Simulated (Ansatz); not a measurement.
ZnS and its competing phases

Computed with DFT PBE, scalar-relativistic, plane waves, PAW (Ansatz). Settings: cutoff 420 eV, Γ-centred meshes spaced at most about 0.3 Å⁻¹ (2π included), Gaussian smearing. No spin polarisation.

Energies over the elements count from the elements' standard structures at the same level, with no fitted energy shifts.

Temperature and zero-point effects are left out. The reference form of S is held partly by dispersion forces, which this level lacks.

The competitors are the elements and 1 reference phase of this chemical system (from databases or known types: ZnS), relaxed at the same level; other known phases may be missing.

The candidate was reached from: 4-connected net, two elements alternating.

```cif
data_structure
_symmetry_space_group_name_H-M 'P 1'
_symmetry_Int_Tables_number 1
_cell_length_a 6.0765
_cell_length_b 6.0765
_cell_length_c 3.7001
_cell_angle_alpha 90.000
_cell_angle_beta 90.000
_cell_angle_gamma 120.000
_cell_volume 118.32
loop_
_atom_site_label
_atom_site_type_symbol
_atom_site_fract_x
_atom_site_fract_y
_atom_site_fract_z
_atom_site_occupancy
Zn1 Zn 0.61479 0.00000 0.66667 1
Zn2 Zn 0.00000 0.61479 0.33333 1
Zn3 Zn 0.38521 0.38521 0.00000 1
S1 S 0.36742 0.00000 0.16667 1
S2 S 0.00000 0.36742 0.83333 1
S3 S 0.63258 0.63258 0.50000 1
```

Q: Is it stable, and against what?

A: Not the lowest form: another structure of the same formula lies lower. Its formation energy is -0.704 eV/atom. The lowest competing phase at this composition is this:

| phase | space group | source | share of atoms | ΔE_f (eV/atom) |
| --- | --- | --- | --- | --- |
| ZnS | F-43m (No. 216) | COD | 1.0000 | -0.822 |

The candidate lies 118 meV/atom above this phase (119 meV/atom from unrounded values). The candidate matches no cell in the subsets of the Crystallography Open Database and the Materials Project at hand. It is metastable at best. Checks: phonons real on a 1×1×2 q mesh, imaginary between its points (to 10i cm⁻¹, which can come from the interpolation).
